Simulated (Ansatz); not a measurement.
**ZnS: the cell at several levels of theory**

Aim: relax ZnS in the CsCl-type structure with PBE and r2SCAN and see how far the functionals disagree on the cell. This is a trial cell built on a prototype, not taken from a measured structure, and it needn't be the compound's ground state.

Program: Ansatz 0.2.0. PAW datasets, plane waves, zero pressure. No spin polarisation and no zero-point or thermal motion; the cell was built from a prototype and may be hypothetical.

## 1. The system as given

This is the cell as the run starts from it, not yet at rest; its lengths are not the crystal's.

It is cubic, Pm-3m (No. 221); conventional cell a = 2.853 Å, 11.61 Å³ an atom. Around Zn lie 8 S at 2.47 Å; around S lie 8 Zn at 2.47 Å.

As a file:

```cif
data_structure
_symmetry_space_group_name_H-M 'Pm-3m'
_symmetry_Int_Tables_number 221
_cell_length_a 2.8527
_cell_length_b 2.8527
_cell_length_c 2.8527
_cell_angle_alpha 90.000
_cell_angle_beta 90.000
_cell_angle_gamma 90.000
_cell_volume 23.22
loop_
_atom_site_label
_atom_site_type_symbol
_atom_site_symmetry_multiplicity
_atom_site_Wyckoff_symbol
_atom_site_fract_x
_atom_site_fract_y
_atom_site_fract_z
_atom_site_occupancy
Zn1 Zn 1 a 0.00000 0.00000 0.00000 1
S1 S 1 b 0.50000 0.50000 0.50000 1
```

## 2. Relaxing with PBE

input.yaml

```yaml
crystal:
  lattice:
    - [2.8527096194, 0.0, 0.0]
    - [0.0, 2.8527096194, 0.0]
    - [0.0, 0.0, 2.8527096194]
  atoms:
    - { symbol: Zn, position: [0.0, 0.0, 0.0] }
    - { symbol: S, position: [0.5, 0.5, 0.5] }
kpoints:
  mp_grid: { grid: [8, 8, 8] }
hamiltonian:
  xc: pbe
scf:
  occupations: { method: fermi_dirac, width: 0.02 }
relax:
  f_tol: 0.005
  cell: {}
```

The run is started by

```
> ansatz run input.yaml --threads 2 --pin off --max-ram 2211MiB --backend cpu --events-out ev --progress --plain --runs-dir out
```

Further steps of the session: Relaxation with r2SCAN.

**Question.** What will these runs give? Wanted: for each run, a; volume; space group; SCF geometries.

**Answer**, as computed:

```
 level  a (Å)  volume (Å³/atom)  space group  SCF geometries
   PBE  3.194            16.287        Pm-3m               9
r2SCAN  3.179            16.067        Pm-3m               4
```

**Reading.** From the start to the first minimum the volume moved by +40.3 %. The volume runs from r2SCAN (least) to PBE (most), a spread of 1.4 %, or 0.5 % in length if all axes shared it alike.
